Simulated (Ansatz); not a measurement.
Set up this calculation in Ansatz 0.2.0, as an ASE script.

| Property | Result |
| --- | --- |
| Task | projected density of states |
| Functional | CAM-B3LYP |
| Potentials or basis | Ansatz PAW |
| Cutoff | 420 eV |
| Density cutoff | 1680 eV |
| k mesh | 6 × 6 × 3 |
| Occupations | gaussian, width 0.1 eV |
| Spin | no spin polarisation |
| Driver | chain |

The structure of W2C lies in W2C.cif:

```cif
data_W2C
_cell_length_a 3.07004564
_cell_length_b 3.07004564
_cell_length_c 4.67842800
_cell_angle_alpha 90.00000000
_cell_angle_beta 90.00000000
_cell_angle_gamma 120.00000000
_space_group_name_H-M_alt 'P-3m1'
_space_group_name_Hall '-P 3 2"'
_space_group_IT_number 164
loop_
_space_group_symop_operation_xyz
'x,y,z'
'-x,-y,-z'
'-y,x-y,z'
'y,-x+y,-z'
'-x+y,-x,z'
'x-y,x,-z'
'y,x,-z'
'-y,-x,z'
'x-y,-y,-z'
'-x+y,y,z'
'-x,-x+y,-z'
'x,x-y,z'
loop_
_atom_site_label
_atom_site_type_symbol
_atom_site_symmetry_multiplicity
_atom_site_Wyckoff_symbol
_atom_site_fract_x
_atom_site_fract_y
_atom_site_fract_z
_atom_site_occupancy
W1 W 2 d 0.6666666667 0.3333333333 0.2536690000 1
C1 C 1 a 0.0000000000 0.0000000000 0.0000000000 1
```

The cell comes from a database or a generator and needn't be the stable form of this composition.

One way to write it, as run:

run.py

```python
import json

import ase.io
import numpy as np

import ansatz as az

atoms = ase.io.read("W2C.cif")
atoms.info.pop("occupancy", None)

calculation = (
    az.Crystal.from_ase(atoms)
    .calculation()
    .kpoints(6, 6, 3)
    .functional("cam_b3lyp")
    .pseudopotentials(kind="paw")
    .scf(algorithm="density_mixing", extra_bands=7)
    .mixing(preconditioner="local_kerker")
    .occupations(method="gaussian", width=0.1)
    .density_of_states(energy_step=0.05, projected=True)
    .forces()
    .stress()
    .band_table(publish=True)
)
outcome = calculation.run(threads=2, events_out="events.jsonl")

report = outcome.report
for line in open("events.jsonl"):
    event = json.loads(line)
    if event["event"] == "scf_iter":
        d = event["data"]
        print(f"SCF {d['iter']:3d}  HF = {d['harris_foulkes_ev']:.6f} eV  dr2 = {d['dr2_ev']:.2e} eV")
    elif event["event"] in ("relax_step", "md_step"):
        d = event["data"]
        print(f"{event['event']} {d['step']:3d}  E = {d['lagrangian_ev']:.6f} eV")
np.set_printoptions(precision=5, suppress=True, linewidth=110)
print("converged:", report["converged"], "after", report["n_iterations"], "iterations")
print(f"free energy {report['free_energy_ev']:.6f} eV, Fermi level {report['fermi_energy_ev']:.4f} eV")
for key in ("band_edges_ev", "magnetization_mub", "site_moments_mub", "site_moments_nc_mub", "forces_ev_ang",
                "stress_gpa"):
    if report.get(key) is not None:
        print(key, np.array(report[key]), sep="\n")
```

Potentials or basis: Ansatz PAW.

The run is started by

```console
$ python run.py
```

It gave:

```
Pressure                             : -7.5 GPa
Largest force                        : 0.186 eV/Å
Band gap on the k mesh               : none (metal or under the smearing width)
Density of states at the Fermi level : 0.59 states/eV per cell
```

Caveat: the k mesh is coarse (spacing up to 0.45 Å⁻¹), so the values aren't converged, least of all with exact exchange; the potentials were made for another functional, which shifts forces and pressure; the thresholds are loose for stress.

Wall time 23 s on 2 threads of Arm Neoverse V2, with other jobs on the host, peak memory 1 GiB.
